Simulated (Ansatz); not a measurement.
The following input was run with Ansatz 0.2.0.

```yaml
crystal:
  lattice:
    - [2.8899709496, 0.0, 0.0]
    - [-1.4449854747, 2.5027882585, 0.0]
    - [0.0, 0.0, 4.4344484374]
  atoms:
    - { symbol: Ti, position: [0.0, 0.0, -0.0320644161] }
    - { symbol: Al, position: [0.33333333, 0.66666667, 0.5320644161] }
basis:
  ecutwfc: 420
kpoints:
  mp_grid: { grid: [15, 15, 8] }
hamiltonian:
  xc: pbesol
scf:
  occupations: { method: gaussian, width: 0.1 }
output:
  forces: true
  stress: true
  eigenvalues: true
  populations: true
```

Run as
```bash
ansatz run input.yaml --threads 1 --pin off --max-ram 1331MiB --backend cpu --events-out ev --progress --plain --runs-dir out
```

All numbers below come from DFT PBEsol, scalar-relativistic, plane waves, PAW in Ansatz 0.2.0.

From the run's log, abridged:

```
Pseudopotentials: kind: paw
Pseudopotential: Ti, paw, valence charge 12, recommended cutoff 420 eV (normal)
Pseudopotential: Al, paw, valence charge 3, recommended cutoff 420 eV (normal)
Functional definition: PBEsol
Crystal: 2 atoms, lattice volume = 32.074 Å³
Basis set: ecut = 420 eV, 627 PW (Γ), exchange–correlation on 40×40×60 points (8 copies of the dense FFT grid, shifted against one another)
Bands: 12, of which v1, the nominal top of the filled ones, is band 8 counted from 1 (7 counted from 0)
Symmetry: 6 space group operations
Space group: P3m1 (ITA 156), of the structure as read, at distance tolerance 3.2e-5 Å
k-points: 192 of 1800 (time reversal used)
Initial density: superposition of atomic densities (neutral atoms: chi_scale 0, normalization atom), corrected by the library's trained network
Initial wavefunctions: pseudopotential atomic-orbital guess
Functional: x = pbesol(κ = 0.804, μ = 0.12345679), c = pbesol(β = 0.046)
SCF iter   1: F=—  HF=-2998.549554 eV  |F-HF|=—  |Δ(HF+E_count)|=         —  Δρ=8.29e-3  dr2=2.71e-2  ethr=1.77e-3  ⟨swp⟩=5.0  Hψ=11817  notcnv=0
SCF iter   2: F=—  HF=-2998.545751 eV  |F-HF|=—  |Δ(HF+E_count)|=   3.80e-3  Δρ=4.79e-3  dr2=1.05e-2  ethr=1.81e-4  ⟨swp⟩=1.8  Hψ=4148  notcnv=0
SCF iter   3: F=—  HF=-2998.543794 eV  |F-HF|=—  |Δ(HF+E_count)|=   1.96e-3  Δρ=6.50e-4  dr2=2.73e-4  ethr=7.03e-5  ⟨swp⟩=2.0  Hψ=2819  notcnv=0
SCF iter   4: F=—  HF=-2998.543734 eV  |F-HF|=—  |Δ(HF+E_count)|=   6.05e-5  Δρ=2.02e-4  dr2=9.29e-6  ethr=1.82e-6  ⟨swp⟩=2.4  Hψ=3278  notcnv=0
SCF iter   5: F=—  HF=-2998.543728 eV  |F-HF|=—  |Δ(HF+E_count)|=   5.91e-6  Δρ=4.23e-5  dr2=8.29e-7  ethr=6.19e-8  ⟨swp⟩=2.7  Hψ=3598  notcnv=0
SCF iter   6: F=—  HF=-2998.543728 eV  |F-HF|=—  |Δ(HF+E_count)|=   1.20e-7  Δρ=1.46e-5  dr2=1.49e-7  ethr=6.67e-10  ⟨swp⟩=5.7  Hψ=10649  notcnv=0
SCF iter   7: F=-2998.543728 eV  HF=-2998.543728 eV  |F-HF|=7.51e-10  |Δ(HF+E_count)|=   2.83e-8  Δρ=3.83e-6  dr2=4.00e-9  ethr=6.67e-10  ⟨swp⟩=3.9  Hψ=6113  notcnv=0
SCF 1 converged in 7 iterations: F = -2998.543728 eV  dr2 = 4.00e-9
SCF converged after 7 iterations
Free energy (F): -2998.543728 eV
Harris-Foulkes:  -2998.543728 eV  (|F-HF|=7.51e-10)
Internal energy: -2998.530699 eV  (E = F + TS)
E sigma→0 (E₀):  -2998.537213 eV
Entropy (-TS):   -0.013029 eV (-6.514 meV/atom)
Fermi energy:    10.777079 eV
--- Per-component energies (eV) ---
  E_band       = -163.196175
  E_kinetic    = 297.930346
  E_local      = -1125.531008  (includes V_loc(G=0)·N_el)
  E_nonlocal   = 20.548288
  E_hartree    = 485.307056
  E_xc         = -137.124219
  E_vxc        = -151.964257  (∫ρ·V_xc dr)
  E_paw        = -1477.813592  (= ΣΔE_a)
  E_vpaw       = -174.792841  (= ΣTr[D̂ρ^β])
  E_aug_tail   = 0.000100  (compensation charges beyond the density's cutoff)
  E_ewald      = -1062.006193
  E_core_change = 0.158523  (= ΣΔE_core)
  E_smearing   = -0.013029  (= −TS)
--- Forces (eV/Å), atoms counted from 1 ---
  atom   1  Ti     0.00000000     0.00000000     2.75273108
  atom   2  Al     0.00000000     0.00000000    -2.75275231
--- Stress (GPa, compression-positive) ---
        3.121217       0.000000       0.000000
        0.000000       3.121217       0.000000
        0.000000       0.000000      14.724812
  P = ⅓ Tr σ = 6.9891 GPa (69.891 kbar)
--- Band table (eV; the first three rows and the last of 192) ---
  k-point 0: bands = ["-45.3728", "-21.8309", "-21.4238", "-21.4238", "1.8555", "8.4881", "9.7506", "11.9802", "11.9802", "13.4199", "13.4199", "15.6177"]
  k-point 1: bands = ["-45.3727", "-21.8321", "-21.4238", "-21.4238", "1.9688", "7.9198", "10.0606", "11.9834", "11.9834", "13.4017", "13.4017", "15.9958"]
  k-point 2: bands = ["-45.3727", "-21.8351", "-21.4237", "-21.4237", "2.2846", "6.9292", "10.4176", "11.9912", "11.9912", "13.3583", "13.3583", "16.9599"]
  k-point 191: bands = ["-45.2707", "-21.8158", "-21.8092", "-21.7304", "8.4365", "8.4698", "10.0816", "10.1377", "10.8242", "12.3675", "14.6605", "15.5558"]
--- Löwdin populations: 2 sites ---
  site symbol q [e]
     0     Ti     11.5549
     1     Al      3.3166
  spilling = 0.008570 (of n_electrons = 15.000000)
```

The run converged.